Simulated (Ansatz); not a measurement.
# Compressing Ir: a fit and a missing row

Ir, Fm-3m, a = 3.844 Å. Ansatz: r2SCAN, PAW, 500 eV, Γ-centred 18×18×18 mesh on 1 atom, Gaussian smearing 0.10 eV; no spin polarisation. Symmetry fixes shape and atoms, so the cell is only scaled; pressure is positive in compression.

```
V (Å³/atom) P (GPa)
     13.350        ?
     13.776    12.42
     14.202     0.00
     14.628   -10.35
     15.054   -18.97
```

Q: Take V0 = 14.202 Å³/atom, fit the third-order Birch–Murnaghan form to the other rows, and predict the missing pressure.

A: With the Eulerian strain f = ½[(V0/V)^(2/3) − 1] and y = P/[3f(1 + 2f)^(5/2)], the form is the line y = B0 + 1.5 B0 (B0′ − 4) f. Rows (f, y): 0.01026, 383.5; -0.00976, 371.3; -0.01905, 365.8. Means f = -0.006183, y = 373.53; Σ(Δf)² = 0.0004487, ΣΔfΔy = 0.2714; the slope is their ratio. y = 377.3 + 604.8 f GPa, so B0 = 377.3 GPa and B0′ = 4 + 2 × (604.8)/(3 × 377.3) = 5.07. At V = 13.350, f = 0.02105, y = 390.03 and P = 27.31 GPa. The run gave 27.30 GPa, so the fit is 0.01 GPa too high, a small miss on the scale of the series. The form still works here, 33 % of the fitted range beyond its end.

Spin–orbit coupling is left out, which can shift energies with elements as heavy as these.